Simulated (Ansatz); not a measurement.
Here is an Ansatz 0.2.0 calculation.

Contents of input.yaml:

```yaml
crystal:
  lattice:
    - [0.0, 2.0859016414, 2.0859016414]
    - [2.0859016414, 0.0, 2.0859016414]
    - [2.0859016414, 2.0859016414, 0.0]
  atoms:
    - { symbol: Ni, position: [0.0, 0.0, 0.0], spin: 1.0 }
    - { symbol: O, position: [0.5, 0.5, 0.5] }
hamiltonian:
  xc: { exchange: rpw86, correlation: pbe }
  pseudopotentials: { kind: paw }
magnetization:
  spin_polarized: true
kpoints:
  mp_grid: { grid: [11, 11, 11] }
scf:
  occupations: { method: fermi_dirac, width: 0.05 }
output:
  forces: true
  stress: true
relax:
  f_tol: 0.01
  max_steps: 40
  cell: { stress_tol: 0.05 }
```

Potentials or basis: Ansatz PAW.

The run is started by

```bash
$ ansatz run input.yaml --threads 2 --pin off --max-ram 5120MiB --backend cpu --events-out ev --progress --plain --runs-dir out
```

Task: What does it give for the net moment?

Result: 1.90 μB per cell.

Task: What does it give for the absolute moment?

Result: 1.90 μB per cell.

The path:
```csv
step,energy change (eV),largest force (eV/Å),volume (Å³)
1,0.0000,0.0000,18.15
2,-0.0423,0.0000,18.81
3,-0.0563,0.0000,19.52
4,-0.0561,0.0000,19.57
5,-0.0659,0.0000,19.57
6,-0.0657,0.0000,19.65
7,-0.0661,0.0000,19.65
8,-0.0661,0.0000,19.66
9,-0.0661,0.0000,19.66
```

Caveat: the plane-wave basis is chosen anew once the cell has moved, so the energies of steps on either side of that aren't comparable; a cell with one magnetic atom can't hold antiferromagnetic order, which such compounds often take; the PAW data sets come from PBE, with cores solved anew for the run's functional, which leaves a small shift of forces and pressure. Zero-point motion and thermal expansion aren't in these numbers.
